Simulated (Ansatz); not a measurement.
# What strain does to TiO₂ (fluorite)

TiO₂ in the fluorite structure, relaxed with r2SCAN in the PAW code Ansatz. It is cubic, Fm-3m (No. 225); conventional cell a = 4.794 Å, 9.18 Å³ an atom. Around Ti lie 8 O at 2.08 Å; around O lie 4 Ti at 2.08 Å.

The axes x, y and z are those of this cell:
```
CELL_PARAMETERS angstrom
0.00000 2.39683 2.39683
2.39683 0.00000 2.39683
2.39683 2.39683 0.00000
ATOMIC_POSITIONS crystal
Ti 0.00000 0.00000 0.00000
O 0.25000 0.25000 0.25000
O 0.75000 0.75000 0.75000
```

Unstrained: The PBE gap is indirect, 1.145 eV (X to Γ), below the direct gap of 1.850 eV at X. r2SCAN gives an indirect gap of 1.508 eV, from X to Γ; the least direct gap is 2.205 eV at X. With HSE06 the valence top lies at X and the conduction bottom at Γ, 2.630 eV higher; the smallest vertical gap, at X, is 3.354 eV. Meshes: PBE 10×10×10, r2SCAN 10×10×10, HSE06 6×6×6. Strains are changes of length per length, and xy shears are angles. After each strain the atoms were relaxed again with r2SCAN within the symmetry that the strain leaves, so tilts or polar shifts that break it weren't tested; points keep the names that they have in the unstrained zone. All values are calculated for a non-magnetic cell, which may be hypothetical.

Changes of the least gap in eV (an overlap counts as a negative gap):

| strain | volume change (%) | space group | PBE | r2SCAN | HSE06 | energy rise, r2SCAN (meV/atom) |
| --- | --- | --- | --- | --- | --- | --- |
| uniaxial -1.0 % along [111] | -1.0 | R-3m | +0.009 | +0.012 | +0.015 | 1.0 |
| epitaxial +2.0 % in the xy plane, free normal strain -0.45 % | +3.6 | I4/mmm | -0.275 | -0.289 | -0.310 | 15.9 |
| isotropic +1.0 % on every length | +3.0 | Fm-3m | -0.028 | -0.035 | -0.045 | 6.9 |
| uniaxial -3.0 % along x | -3.0 | I4/mmm | -0.310 | -0.310 | -0.314 | 18.0 |
| xy shear, engineering strain (angle) +1.5 % | 0.0 | Immm | 0.000 | 0.000 | 0.000 | 0.2 |

Uniaxial -1.0 % along [111], other directions held. HSE06: the gap goes from 2.630 to 2.645 eV (+0.015 eV). Stress change with r2SCAN, compression positive: xx +2.84, yy +2.84, zz +2.84, xy +0.25, xz +0.25, yz +0.25 GPa.

Epitaxial +2.0 % in the xy plane, free normal strain -0.45 %. HSE06: the gap goes from 2.630 to 2.320 eV (-0.310 eV); the X points, equivalent before, split by 279 meV, and the valence top lies at those like (1/2, 1/2, 0). Stress change with r2SCAN, compression positive: xx -13.35, yy -13.35, zz -0.05 GPa.

Isotropic +1.0 % on every length. HSE06: the gap goes from 2.630 to 2.585 eV (-0.045 eV). Stress change with r2SCAN, compression positive: xx -7.73, yy -7.73, zz -7.73 GPa. For HSE06, dE_g/d ln V = -1.5 eV over this step.

Uniaxial -3.0 % along x, other directions held. HSE06: the gap goes from 2.630 to 2.316 eV (-0.314 eV); the X points, equivalent before, split by 378 meV, and the valence top lies at those like (0, 1/2, 1/2). Stress change with r2SCAN, compression positive: xx +21.48, yy +2.89, zz +2.89 GPa.

Xy shear, engineering strain (angle) +1.5 %. HSE06: the gap goes from 2.630 to 2.630 eV (0.000 eV). Stress change with r2SCAN, compression positive: xx +0.03, yy +0.03, zz +0.03, xy -0.55 GPa.

The meshes of the hybrids are coarse, so their gaps aren't converged to the digits shown.
